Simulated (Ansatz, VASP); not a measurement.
## BaH4 in VASP and in Ansatz

```
CELL_PARAMETERS angstrom
2.29082 1.32260 3.53625
-2.29082 1.32260 3.53625
0.00000 -2.64521 3.53625
ATOMIC_POSITIONS crystal
Ba 0.00000 0.00000 0.00000
H 0.74087 0.74087 0.74087
H 0.25913 0.25913 0.25913
H 0.46369 0.46369 0.46369
H 0.53631 0.53631 0.53631
```

The cell was built by a generator and needn't be a form met in nature.

Alike in both runs: task single point; functional r2SCAN; k mesh 6 × 6 × 6; occupations gaussian, width 0.02 eV; no spin polarisation.

|  | VASP | Ansatz |
| --- | --- | --- |
| version | VASP 6.6.1 | Ansatz 0.2.0 |
| potentials or method | VASP PAW PBE potentials, release 64 (Ba_sv, H) | scalar-relativistic, plane waves, PAW |
| plane-wave cutoff (eV) | 520 | 500 |
| valence electrons in the cell | 14 | 14 |

|  | VASP | Ansatz | Ansatz less VASP |
| --- | --- | --- | --- |
| gap on the k mesh at the Fermi level (eV) | 2.94 | 3.09 | +0.143 |
| least direct gap on the mesh (eV) | 3.33 | 3.39 | +0.062 |

Caveats: spin-orbit coupling is left out, which moves the levels of the heavy elements. A k mesh can miss the band edges. r2SCAN opens gaps a little over a GGA but as a rule still falls short of measured ones.
